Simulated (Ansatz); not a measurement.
**Field gradients against strain in ZrS2**

```yaml
crystal:
  lattice:
    - [3.63000, 0.00000, 0.00000]
    - [-1.81500, 3.14367, 0.00000]
    - [0.00000, 0.00000, 5.85000]
  atoms:
    - { symbol: Zr, position: [0.00000, 0.00000, 0.00000] }
    - { symbol: S, position: [0.33333, 0.66667, 0.24920] }
    - { symbol: S, position: [0.66667, 0.33333, 0.75080] }
```

Atoms are numbered in the order listed.

The cell is COD entry 5910006, as deposited and not checked against the literature; nothing was relaxed.

Level of theory: Ansatz 0.2.0, DFT, PBE, all-electron PAW with datasets made for the crystal, scalar-relativistic.

Sampling and basis: a Γ-centred 10×10×5 k mesh, Fermi–Dirac smearing of 0.01 eV, cutoff 240 eV (chosen by the program for this cell), no spin polarisation.

The strain is applied along the Cartesian axes of the cell as listed (the other components stay zero). Fractional coordinates are held (clamped ions).

The columns are Cartesian components of the electric field gradient at the nuclei, in 10²¹ V/m².

No spin–orbit coupling: at heavy atoms the gradients can be off by tens of per cent for that reason.

Only quantities that a quadratic follows smoothly over the whole series are listed; rougher ones are left out.

| εzz | Vzz at Zr1 | Vzz at S2 |
| --- | --- | --- |
| -0.0300 | -0.82 | 0.00 |
| -0.0100 | -1.16 | 0.08 |
| 0.0000 | -1.32 | 0.14 |
| 0.0100 | -1.48 | 0.20 |
| 0.0200 | -1.63 | 0.27 |
| 0.0300 | -1.78 | 0.35 |

(1) Fit the series and give the gradient–strain slopes.

(2) One run, at εzz = -0.0200, is withheld. Predict its row.

## Answers

(1) Least-squares fits y = p0 + p1 x + p2 x² to the rows give Vzz at Zr1: p1 = -16, p2 = 24; Vzz at S2: p1 = 5.84, p2 = 42. The slopes p1 are in 10²¹ V/m² per unit strain, for clamped ions.

(2) The fits give -0.99, 0.04; the run gave -0.99, 0.04.
